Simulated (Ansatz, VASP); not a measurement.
# NaI in two plane-wave programs

Wanted: the spread between two codes on one cell, functional and k mesh. The cell is a member of a volume series, scaled by 0.985 from a relaxed one, so a pressure remains.

Calculated with Ansatz 0.2.0; plane waves, with VASP 6.6.1 beside it; single point at LDA and single point at r2SCAN.

**1. The starting structure**

Symmetry: Fm-3m, No. 225, cubic system. The conventional cell has a = 6.231 Å, b = 6.231 Å, c = 6.231 Å, α = 90.00°, β = 90.00°, γ = 90.00°. Nearest to I lie 6 Na at 3.12 Å. Nearest to Na lie 6 I at 3.12 Å. Farther neighbours and most contacts between anions are not listed.

As a file:

```cif
data_structure
_symmetry_space_group_name_H-M 'P 1'
_symmetry_Int_Tables_number 1
_cell_length_a 4.4063
_cell_length_b 4.4063
_cell_length_c 4.4063
_cell_angle_alpha 60.000
_cell_angle_beta 60.000
_cell_angle_gamma 60.000
_cell_volume 60.49
loop_
_atom_site_label
_atom_site_type_symbol
_atom_site_fract_x
_atom_site_fract_y
_atom_site_fract_z
_atom_site_occupancy
I1 I 0.50000 0.50000 0.50000 1
Na2 Na 0.00000 0.00000 0.00000 1
```

**2. Ansatz: single point, LDA, volume scaled by 0.985**

Ansatz runs on its default PAW (the set named soft_2) files.

With cell and atoms fixed, the geometry can't cause a difference; cores, projectors, grids and the points listed under the comparison can.

input.yaml

```yaml
crystal:
  lattice:
    - [0.0, 3.1157424, 3.1157424]
    - [3.1157424, 0.0, 3.1157424]
    - [3.1157424, 3.1157424, 0.0]
  atoms:
    - { symbol: I, position: [0.5, 0.5, 0.5] }
    - { symbol: Na, position: [0.0, 0.0, 0.0] }
hamiltonian:
  xc: lda
  pseudopotentials: { kind: paw }
kpoints:
  mp_grid: { grid: [6, 6, 6] }
scf:
  occupations: { method: gaussian, width: 0.03 }
  n_extra_bands: 4
output:
  forces: true
  stress: true
  eigenvalues: true
  write_density: true
  write_potential: true
  elf: true
  volumetric_format: npy
```

Launch:

```console
$ ansatz run input.yaml --threads 2 --pin off --max-ram 4608MiB --backend cpu --events-out ev --progress --plain --runs-dir out
```

Numbers of over 12 decimals in the logs are rounded to 6 here.

The log of the run:

```text
scf.n_extra_bands = 4 over 13 filled bands (N_el = 26.0): the run solves 17 bands
Engine: ansatz 0.2.0, aarch64-unknown-linux-gnu
Pseudopotentials: kind: paw
Pseudopotential: I, paw, valence charge 17, recommended cutoff 420 eV (normal), I.paw.azcp
Pseudopotential: Na, paw, valence charge 9, recommended cutoff 420 eV (normal), Na.paw.azcp
Functional definition: SPW92
  exchange = slater_x
  correlation = pw_c
Crystal: 2 atoms, lattice volume = 60.494 Å³
Basis set: ecut = 420 eV, 1243 PW (Γ)
Bands: 17, of which v1, the nominal top of the filled ones, is band 13 counted from 1 (12 counted from 0)
Symmetry: 48 space group operations
Space group: Fm-3m (ITA 225), of the structure as read, at distance tolerance 3.9e-5 Å
k-points: 16 of 216
Non-local potential: I, projectors of the file, l = 0: 2, l = 1: 2, l = 2: 2, l = 3: 2
Non-local potential: Na, projectors of the file, l = 0: 3, l = 1: 2, l = 2: 1
PAW form: soft (Blöchl's): semilocal exchange-correlation on the pseudo side does not see the compensation charge
PAW frozen core: I, regenerated for the run's functional, and the local potential with it (the file was generated under x = pbe(κ = 0.804, μ = 0.219515), c = pbe(β = 0.066725))
PAW frozen core: Na, regenerated for the run's functional, and the local potential with it (the file was generated under x = pbe(κ = 0.804, μ = 0.219515), c = pbe(β = 0.066725))
PAW one-centre angular grid: I, 590 points (default); XC on 64 Gauss nodes
PAW one-centre angular grid: Na, 110 points (default); XC on 64 Gauss nodes
Initial density: superposition of atomic densities (neutral atoms: chi_scale 0, normalization atom), corrected by the library's trained network
Initial wavefunctions: pseudopotential atomic-orbital guess
Functional: x = slater, c = lda
SCF iter   1: F=—  HF=-8825.015479 eV  |F-HF|=—  |Δ(HF+E_count)|=         —  Δρ=5.72e-3  dr2=7.70e-3  ethr=1.77e-3  ⟨swp⟩=6.2  Hψ=1473  notcnv=0
preconditioner: auto → none  [insulator: Δε(μ)=3.657 eV  Ē_g=10.885 eV  σ=0.030 eV  W_gap=1.00  n_scr=14 (ndim 8)  ℏωp=13.5 eV  f_vac=0.037  D(μ)=0.00/eV (n_scr^D=0)  ε∞_Penn≈2.5]
SCF iter   2: F=—  HF=-8825.010356 eV  |F-HF|=—  |Δ(HF+E_count)|=   5.12e-3  Δρ=1.99e-3  dr2=1.56e-3  ethr=2.96e-5  ⟨swp⟩=2.0  Hψ=672  notcnv=0
SCF iter   3: F=—  HF=-8825.010080 eV  |F-HF|=—  |Δ(HF+E_count)|=   2.76e-4  Δρ=7.12e-4  dr2=2.00e-4  ethr=5.99e-6  ⟨swp⟩=3.0  Hψ=501  notcnv=0
SCF iter   4: F=—  HF=-8825.010028 eV  |F-HF|=—  |Δ(HF+E_count)|=   5.25e-5  Δρ=2.11e-4  dr2=1.20e-5  ethr=7.68e-7  ⟨swp⟩=2.3  Hψ=390  notcnv=0
SCF iter   5: F=—  HF=-8825.010032 eV  |F-HF|=—  |Δ(HF+E_count)|=   3.94e-6  Δρ=1.00e-5  dr2=8.48e-8  ethr=4.63e-8  ⟨swp⟩=1.2  Hψ=275  notcnv=0
SCF iter   6: F=-8825.010032 eV  HF=-8825.010032 eV  |F-HF|=1.23e-9  |Δ(HF+E_count)|=   1.55e-8  Δρ=1.73e-6  dr2=1.62e-9  ethr=3.26e-10  ⟨swp⟩=7.1  Hψ=1875  notcnv=0
SCF 1 converged in 6 iterations: F = -8825.010032 eV  dr2 = 1.62e-9
  greatest PAW one-centre occupation: 1.000 electrons in one spin orbital (limit 2), on the I atom at site 0 (counted from 0), in its partial waves of l = 2
SCF converged after 6 iterations
Free energy (F): -8825.010032 eV
Harris-Foulkes:  -8825.010032 eV  (|F-HF|=1.23e-9)
Internal energy: -8825.010032 eV  (E = F + TS)
E sigma→0 (E₀):  -8825.010032 eV
Fermi energy:    5.724666 eV
--- Per-component energies (eV) ---
  E_band       = -593.178889
  E_kinetic    = 311.576481
  E_local      = -3208.860150  (includes V_loc(G=0)·N_el)
  E_nonlocal   = 31.605211
  E_hartree    = 1456.572702
  E_xc         = -166.111310
  E_vxc        = -179.192158  (∫ρ·V_xc dr)
  E_paw        = -4905.429409  (= ΣΔE_a)
  E_vpaw       = -461.455886  (= ΣTr[D̂ρ^β])
  E_aug_tail   = 0.000046  (compensation charges beyond the density's cutoff)
  E_ewald      = -2345.285708
  E_core_change = 0.922105  (= ΣΔE_core)
  E_smearing   = -0.000000  (= −TS)
  E_closure    = -0.000000  (closes the sum)
  Σ components = -8825.010032   (vs F -8825.010032, Δ=0.00e0)
--- Forces (eV/Å), atoms counted from 1 ---
  atom   1  I      0.00000000    -0.00000000     0.00000000
  atom   2  Na    -0.00000000     0.00000000    -0.00000000
  max |Σ_I F_I| component: 6.47e-29 eV/Å
--- Stress (GPa, compression-positive) ---
        0.295186       0.000000      -0.000000
        0.000000       0.295186      -0.000000
       -0.000000       0.000000       0.295186
  P = ⅓ Tr σ = 0.2952 GPa (2.952 kbar)
--- Band table (eV; the first three rows and the last of 16) ---
  k-point 0: bands = [... 9 lower, -7.5568, 3.8929, 3.8929, 3.8929, 7.5561, 11.7270, 11.7270, 11.7270]
  k-point 1: bands = [... 9 lower, -7.4557, 2.9754, 3.7942, 3.7942, 8.4531, 11.2546, 11.9667, 11.9667]
  k-point 2: bands = [... 9 lower, -7.2374, 1.7236, 3.6125, 3.6125, 8.8885, 11.5711, 11.5711, 12.2736]
  k-point 15: bands = [... 9 lower, -7.0064, 1.8176, 2.5039, 2.7719, 9.2420, 10.2054, 12.6727, 12.7010]
```

It took 1.5 s on 2 threads of Arm Neoverse N1, shared host; peak memory 0.27 GiB; 2.5 s of CPU time.

The run ends at a pressure of 0.30 GPa.

**3. VASP: single point, LDA, volume scaled by 0.985**

The same cell, functional (in two slightly different forms), mesh and smearing now go to VASP, with its own data sets and cutoff.

Lines of VASP's logs that name or quote its potential files are left out, and so is its time.

The input asks for a relaxation, which ended at its first step since no free force or stress exceeded the threshold; so it serves as a single point.

INCAR

```
SYSTEM = NaI
PREC = Accurate
ENCUT = 500
EDIFF = 1E-06
NELM = 100
ISMEAR = 0
SIGMA = 0.03
LREAL = .FALSE.
ALGO = Normal
GGA = CA
NBANDS = 13
LORBIT = 11
LWAVE = .FALSE.
LCHARG = .FALSE.
KPAR = 4
IBRION = 2
NSW = 30
ISIF = 4
EDIFFG = -0.01
```

POSCAR

```
NaI
1.0
    0.0000000000      3.1157423984      3.1157423984
    3.1157423984      0.0000000000      3.1157423984
    3.1157423984      3.1157423984      0.0000000000
I Na
1 1
Direct
    0.5000000000      0.5000000000      0.5000000000
    0.0000000000      0.0000000000      0.0000000000
```

KPOINTS

```
Automatic mesh
0
Gamma
6 6 6
0 0 0
```

Potentials, in the order of the species: I and Na_pv (LDA family, release 64).

Launch:

```console
$ mpirun -np 4 vasp_std
```

The log of the run:

```text
[banner, memory and clock lines left out]
running    4 mpi-ranks, on    1 nodes
 distrk:  each k-point on    1 cores,    4 groups
 distr:  one band on    1 cores,    1 groups

 POSCAR found type information on POSCAR I Na
 POSCAR found :  2 types and       2 ions
 LDA part: xc-table for (Slater(with rela. corr.)+CA(PZ))
 , standard interpolation
 POSCAR, INCAR and KPOINTS ok, starting setup
 FFT: planning ... GRIDC
 FFT: planning ... GRID_SOFT
 FFT: planning ... GRID
 WAVECAR not read
 entering main loop
       N       E                     dE             d eps       ncg     rms          rms(c)
DAV:   1     0.763757483383E+02    0.76376E+02   -0.66745E+03   416   0.964E+02
DAV:   2    -0.274358780159E-01   -0.76403E+02   -0.71346E+02   441   0.218E+02
DAV:   3    -0.594022737940E+01   -0.59128E+01   -0.58794E+01   531   0.604E+01
DAV:   4    -0.607761378891E+01   -0.13739E+00   -0.13735E+00   513   0.938E+00
DAV:   5    -0.608169844196E+01   -0.40847E-02   -0.40846E-02   519   0.158E+00    0.179E+00
DAV:   6    -0.602885608094E+01    0.52842E-01   -0.52291E-02   511   0.167E+00    0.116E+00
DAV:   7    -0.601619183033E+01    0.12664E-01   -0.41211E-02   501   0.124E+00    0.487E-01
DAV:   8    -0.601583582176E+01    0.35601E-03   -0.27432E-03   476   0.475E-01    0.908E-02
DAV:   9    -0.601579539983E+01    0.40422E-04   -0.12549E-04   506   0.124E-01    0.285E-02
DAV:  10    -0.601579474106E+01    0.65876E-06   -0.15236E-05   585   0.495E-02    0.502E-03
DAV:  11    -0.601579464051E+01    0.10055E-06   -0.62088E-07   318   0.116E-02
   1 F= -.60157946E+01 E0= -.60157946E+01  d E =-.601579E+01
 curvature:   0.00 expect dE= 0.000E+00 dE for cont linesearch  0.000E+00
 trial: gam= 0.00000 g(F)=  0.279E-63 g(S)=  0.886E-33 ort = 0.000E+00 (trialstep = 0.100E+01)
 search vector abs. value=  0.100E-09
 reached required accuracy - stopping structural energy minimisation
```

OUTCAR, selected parts (step 3):

```text
ion  position               nearest neighbor table
   1  0.500  0.500  0.500-   2 3.12   2 3.12   2 3.12   2 3.12   2 3.12   2 3.12
   2  0.000  0.000  0.000-   1 3.12   1 3.12   1 3.12   1 3.12   1 3.12   1 3.12

  LATTYP: Found a face centered cubic cell.
 ALAT       =     6.2314847968

 Subroutine GETGRP returns: Found 48 space group operations
 (whereof 48 operations were pure point group operations)

The static configuration has the point symmetry O_h .

 Found     16 irreducible k-points:

   k-points           NKPTS =     16   k-points in BZ     NKDIM =     16   number of bands    NBANDS=     13

   dimension x,y,z NGX =    32 NGY =   32 NGZ =   32
   dimension x,y,z NGXF=    64 NGYF=   64 NGZF=   64

   ENCUT  =  500.0 eV  36.75 Ry    6.06 a.u.   8.03  8.03  8.03*2*pi/ulx,y,z

   NELECT =      14.0000    total number of electrons

 k-points in reciprocal lattice and weights: Automatic mesh
   0.00000000  0.00000000  0.00000000       0.005
   0.16666667  0.00000000  0.00000000       0.037
   0.33333333  0.00000000  0.00000000       0.037
   0.50000000  0.00000000  0.00000000       0.019
   0.16666667  0.16666667  0.00000000       0.028
   0.33333333  0.16666667  0.00000000       0.111
   0.50000000  0.16666667  0.00000000       0.111
  -0.33333333  0.16666667  0.00000000       0.111
  -0.16666667  0.16666667  0.00000000       0.056
[...]
-0.33333333  0.33333333  0.16666667       0.111
  -0.33333333  0.50000000  0.16666667       0.056

 average (electrostatic) potential at core
       1 -93.2927       2 -45.2135

 E-fermi :   1.7079

 k-point     1 :       0.0000    0.0000    0.0000
  band No.  band energies     occupation
    ...
      3     -20.8207      2.00000
      4      -9.9307      2.00000
      5       1.4803      2.00000
      6       1.4803      2.00000
      7       1.4803      2.00000
      8       5.1582      0.00000
      9       9.2680      0.00000
     10       9.2680      0.00000
     11       9.2680      0.00000
     12      11.3290      0.00000
    ...

 k-point     2 :       0.1667    0.0000    0.0000
  band No.  band energies     occupation
    ...
      3     -20.8209      2.00000
      4      -9.8279      2.00000
      5       0.5608      2.00000
      6       1.3810      2.00000
      7       1.3810      2.00000
      8       6.0514      0.00000
      9       8.8115      0.00000
     10       9.5069      0.00000
     11       9.5069      0.00000
     12      10.7696      0.00000
    ...

 k-point     3 :       0.3333    0.0000    0.0000
  band No.  band energies     occupation
    ...
      3     -20.8212      2.00000
      4      -9.6057      2.00000
      5      -0.6959      2.00000
      6       1.1983      2.00000
      7       1.1983      2.00000
      8       6.4711      0.00000
      9       9.1155      0.00000
     10       9.1155      0.00000
     11       9.8530      0.00000
     12      11.6603      0.00000
    ...

  Total        0.1242389      0.1242389      0.1242389     -0.0000000     -0.0000000      0.0000000
  in kB        3.2904364      3.2904364      3.2904364     -0.0000000     -0.0000000      0.0000000
  external PRESSURE =       3.2904364 kB  Pullay stress =       0.0000000 kB

  energy-cutoff  :      500.00
  volume of cell :       60.49
      direct lattice vectors                 reciprocal lattice vectors
     0.000000000  3.115742398  3.115742398    -0.160475398  0.160475398  0.160475398
     3.115742398  0.000000000  3.115742398     0.160475398 -0.160475398  0.160475398
     3.115742398  3.115742398  0.000000000     0.160475398  0.160475398 -0.160475398

 POSITION                                       TOTAL-FORCE (eV/Angst)
 -----------------------------------------------------------------------------------
      3.11574      3.11574      3.11574        -0.000000     -0.000000     -0.000000
      0.00000      0.00000      0.00000         0.000000      0.000000      0.000000
 -----------------------------------------------------------------------------------
    total drift:                                0.000000     -0.000000     -0.000000

  FREE ENERGIE OF THE ION-ELECTRON SYSTEM (eV)
  ---------------------------------------------------
  free  energy   TOTEN  =        -6.0157946405 eV

  energy  without entropy=       -6.0157946405  energy(sigma->0) =       -6.01579464

 reached required accuracy - stopping structural energy minimisation

 total charge
# of ion       s       p       d       tot
------------------------------------------
    1        1.500   2.860   0.004   4.363
    2        0.053   5.980   0.000   6.034
--------------------------------------------------
tot          1.553   8.840   0.004  10.397

[... 3 further parts left out ...]
```

CONTCAR:

```
NaI
   1.00000000000000
     0.0000000000000000    3.1157423984000001    3.1157423984000001
     3.1157423984000001    0.0000000000000000    3.1157423984000001
     3.1157423984000001    3.1157423984000001    0.0000000000000000
  I               Na
     1     1
Direct
     0.5000000000000000    0.5000000000000000    0.5000000000000000
     0.0000000000000000    0.0000000000000000    0.0000000000000000
```

The gap is read on the k-mesh alone, so it is an upper bound where the band edges lie off the mesh. The run keeps the 48 symmetry operations of its start, so it cannot find a distortion of lower symmetry.

**4. Differences**

Known differences besides the potentials themselves: the two LDA forms differ slightly; the data sets hold 26 valence electrons in Ansatz (default PAW (the set named soft_2) files) and 14 in VASP; the cutoff is 420 eV in Ansatz and 500 eV in VASP; VASP's log shows a relativistic correction to its local exchange, Ansatz's none. Total energies have different zeros and are not compared.

Compared:

| quantity | Ansatz | VASP | difference |
| --- | --- | --- | --- |
| pressure (GPa) | 0.30 | 0.33 | -0.03 |
| gap on the k mesh (eV) | 3.663 | 3.678 | -0.015 |

A gap on the mesh is an upper bound, since the band edges may lie between its points. Ansatz's pressure holds a Pulay correction of 0.02 GPa; VASP's holds none.

**5. What the set-up changes**

Further runs change the set-up of one program: Ansatz's method, potentials or start, or VASP's data sets, cutoff or form of LDA. The table gives Ansatz less VASP for each quantity, since a change that brings one quantity closer may part another.

| run | pressure (GPa) | gap on the k mesh (eV) |
| --- | --- | --- |
| as above | -0.034 | -0.015 |
| Ansatz's all-electron LAPW method | -0.030 | -0.016 |

**6. VASP: single point, LDA, volume scaled by 1.015**

With cell and atoms fixed, the geometry can't cause a difference; cores, projectors, grids and the points listed under the comparison can. The cell compared in this pair holds 62.34 Å³, against 60.49 Å³ for the pair before.

The input asks for a relaxation, which ended at its first step since no free force or stress exceeded the threshold; so it serves as a single point.

INCAR is that of step 3.

POSCAR

```
NaI
1.0
    0.0000000000      3.1470584907      3.1470584907
    3.1470584907      0.0000000000      3.1470584907
    3.1470584907      3.1470584907      0.0000000000
I Na
1 1
Direct
    0.5000000000      0.5000000000      0.5000000000
    0.0000000000      0.0000000000      0.0000000000
```

KPOINTS is that of step 3.

Launch:

```console
$ mpirun -np 4 vasp_std
```

The log of the run:

```text
[... set-up lines as in an earlier step ...]
 entering main loop
       N       E                     dE             d eps       ncg     rms          rms(c)
DAV:   1     0.805086204977E+02    0.80509E+02   -0.67050E+03   416   0.942E+02
DAV:   2    -0.912070100871E-01   -0.80600E+02   -0.76245E+02   446   0.214E+02
DAV:   3    -0.594315330263E+01   -0.58519E+01   -0.58283E+01   531   0.598E+01
DAV:   4    -0.608188316961E+01   -0.13873E+00   -0.13869E+00   542   0.954E+00
[...]
DAV:   9    -0.601599952892E+01    0.45143E-04   -0.13491E-04   511   0.124E-01    0.290E-02
DAV:  10    -0.601599919742E+01    0.33150E-06   -0.16482E-05   592   0.506E-02    0.513E-03
DAV:  11    -0.601599902206E+01    0.17536E-06   -0.97388E-07   324   0.140E-02
   1 F= -.60159990E+01 E0= -.60159990E+01  d E =-.601600E+01
[...]
reached required accuracy - stopping structural energy minimisation
```

Parts of OUTCAR (step 6):

```text
  Total       -0.1154154     -0.1154154     -0.1154154      0.0000000     -0.0000000      0.0000000
  in kB       -2.9664004     -2.9664004     -2.9664004      0.0000000     -0.0000000      0.0000000
  external PRESSURE =      -2.9664004 kB  Pullay stress =       0.0000000 kB

 POSITION                                       TOTAL-FORCE (eV/Angst)
 -----------------------------------------------------------------------------------
      3.14706      3.14706      3.14706         0.000000     -0.000000      0.000000
      0.00000      0.00000      0.00000        -0.000000      0.000000     -0.000000
 -----------------------------------------------------------------------------------
    total drift:                                0.000000     -0.000000     -0.000000

  FREE ENERGIE OF THE ION-ELECTRON SYSTEM (eV)
  ---------------------------------------------------
  free  energy   TOTEN  =        -6.0159990221 eV

  energy  without entropy=       -6.0159990221  energy(sigma->0) =       -6.01599902

[... 2 parts as in an earlier step ...]

[... 2 further parts left out ...]
[key lines of the parts left out:]
E-fermi :   1.4078
```

**7. Ansatz: single point, LDA, volume scaled by 1.015**

The same cell, functional (in two slightly different forms), mesh and smearing now go to Ansatz, which takes its cutoff from its data sets.

The cell is a member of a volume series, scaled by 1.015 from a relaxed one, so a pressure remains.

input.yaml, the sections that differ from step 2:

```yaml
crystal:
  lattice:
    - [0.0, 3.14705849, 3.14705849]
    - [3.14705849, 0.0, 3.14705849]
    - [3.14705849, 3.14705849, 0.0]
  atoms:
    - { symbol: I, position: [0.5, 0.5, 0.5] }
    - { symbol: Na, position: [0.0, 0.0, 0.0] }
output:
  forces: true
  stress: true
  eigenvalues: true
# hamiltonian, kpoints, scf: as in step 2
```

Launch:

```console
$ ansatz run input.yaml --threads 2 --pin off --max-ram 4608MiB --backend cpu --events-out ev --progress --plain --runs-dir out
```

The log of the run:

```text
[...]
Crystal: 2 atoms, lattice volume = 62.337 Å³
Basis set: ecut = 420 eV, 1243 PW (Γ)
Bands: 17, of which v1, the nominal top of the filled ones, is band 13 counted from 1 (12 counted from 0)
Symmetry: 48 space group operations
[...]
k-points: 16 of 216
[...]
--- Band table (eV; the first three rows and the last of 16) ---
  k-point 0: bands = [... 9 lower, -7.7738, 3.5830, 3.5830, 3.5830, 7.1520, 11.4216, 11.4216, 11.4216]
  k-point 1: bands = [... 9 lower, -7.6806, 2.7065, 3.4907, 3.4907, 8.0371, 10.9321, 11.6463, 11.6463]
  k-point 2: bands = [... 9 lower, -7.4806, 1.5113, 3.3203, 3.3203, 8.5470, 11.2363, 11.2363, 11.8006]
  k-point 15: bands = [... 9 lower, -7.2688, 1.6091, 2.2657, 2.5201, 8.8816, 9.9100, 12.2635, 12.2921]
[key lines of the parts left out:]
SCF converged after 6 iterations
Free energy (F): -8825.009756 eV
Fermi energy:    5.367660 eV
P = ⅓ Tr σ = -0.3247 GPa (-3.247 kbar)
```

It took 1.2 s on 2 threads; peak memory 0.26 GiB.

The run ends at a pressure of -0.32 GPa.

**8. Side by side**

Both answers:

| quantity | Ansatz | VASP | difference |
| --- | --- | --- | --- |
| pressure (GPa) | -0.32 | -0.30 | -0.03 |
| gap on the k mesh (eV) | 3.569 | 3.583 | -0.014 |

A gap on the mesh is an upper bound, since the band edges may lie between its points. Ansatz's pressure holds a Pulay correction of 0.02 GPa; VASP's holds none.

(Part 1 of 2 ends here.)

[Lines on the potential files, build, host, timing and source positions are cut from VASP's logs without a mark.]

[Logs are printed without paths, hosts, clocks, repeated set-up lines and the standing remarks that a program may print on its own settings, such as how far it seeks lower states.]

[Hosts, paths, dates, database ids (printed as entryN), source tags and the programs' standing remarks are cut or masked in the printed files.]
